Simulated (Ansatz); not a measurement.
# Sb under changes of volume

One of the cells (26.666 Å³/atom); the others are scaled copies at fixed shape and fractional positions:

```
CELL_PARAMETERS angstrom
0.00000 2.37124 2.37124
2.37124 0.00000 2.37124
2.37124 2.37124 0.00000
ATOMIC_POSITIONS crystal
Sb 0.00000 0.00000 0.00000
```

This isn't the form of Sb at room conditions, which is rhombohedral.

| Property | Result |
| --- | --- |
| Program | Ansatz 0.2.0 |
| Functional | PBEsol |
| Potentials or basis | Ansatz PAW |
| Cutoff | 420 eV (not typed: the program's choice for these potentials) |
| k mesh | 10 × 10 × 10 |
| Occupations | fermi-dirac, width 0.05 eV |
| Spin | no spin polarisation |

```csv
volume (Å³/atom),energy over the lowest point (meV/atom),pressure (GPa)
25.066,?,?
25.599,2.26,1.4
26.133,0.00,0.0
26.666,1.86,-1.2
27.199,7.56,-2.3
27.733,16.97,-3.4
28.266,29.84,-4.4
```

Problem. What does the run at 25.066 Å³/atom give?

Solution. Energy over the lowest point 9.14 meV/atom; pressure 2.9 GPa.

Worked out: A Birch-Murnaghan fit of order 3 (a polynomial in V^(-2/3)) to the other rows has its minimum at 26.15 Å³/atom with B0 = V·E''(V) = 60 GPa (rough, since the energies scatter). It gives 8.80 meV/atom at 25.066 Å³/atom, against the run's 9.14, and -dE/dV = 2.6 GPa, against 2.9.

Energies are extrapolated to zero smearing.

Caveats: the PAW data sets come from PBE, with cores solved anew for the run's functional, which leaves a small shift of forces and pressure.
